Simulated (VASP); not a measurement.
Input of a VASP 6.6.1 run:

File INCAR:

```
SYSTEM = SiNi
ALGO = Normal ; EDIFF = 1E-6
EDIFFG = -0.01 ; ENCUT = 600
GGA = PS ; IBRION = 2
ISIF = 3 ; ISMEAR = 1
KPAR = 2 ; LASPH = .True.
LCHARG = .False. ; LREAL = .False.
LWAVE = .False. ; NELM = 80
NSW = 90 ; PREC = Accurate
SIGMA = 0.1
```

File KPOINTS:

```
k-points
0
Gamma
  12 12 8
  0 0 0
```

Contents of POSCAR:

```
SiNi
1.0
    2.9427706600      0.0000000000      0.0000000000
    0.0000000000      3.2803255400      0.0000000000
    0.0000000000      0.0000000000      4.6774467600
Si Ni
2 2
Direct
    0.0000000000      0.0000000000      0.1568568400
    0.5000000000      0.5000000000      0.8431431600
    0.0000000000      0.0000000000      0.6575044100
    0.5000000000      0.5000000000      0.3424955900
```

Potentials or basis: VASP PAW PBE potentials, release 64 (Si, Ni).

Command:

```bash
$ cat potpaw_PBE.64/Si/POTCAR potpaw_PBE.64/Ni/POTCAR > POTCAR
$ mpirun -np 2 vasp_std > vasp.out
```

Problem. What does it give for the space group after relaxing (to 0.05 Å)?

Solution. Pmmn (No. 59).

Problem. Predict the relaxed volume.

Solution. 11.30 Å³/atom.

Problem. Predict the relaxed cell.

Solution. a = 2.946 Å, b = 3.279 Å, c = 4.679 Å, α = 90.00°, β = 90.00°, γ = 90.00°.

Forces in eV/Å, atoms in the order of the input:
```
Si   0.000  0.000 -0.005
Si   0.000  0.000  0.005
Ni   0.000  0.000 -0.001
Ni   0.000  0.000  0.001
```

Caveat: the PAW data sets were made with another functional, which shifts forces and pressure a little. Spin polarisation is off, so any magnetic state and its effect on volume and gap are missing.
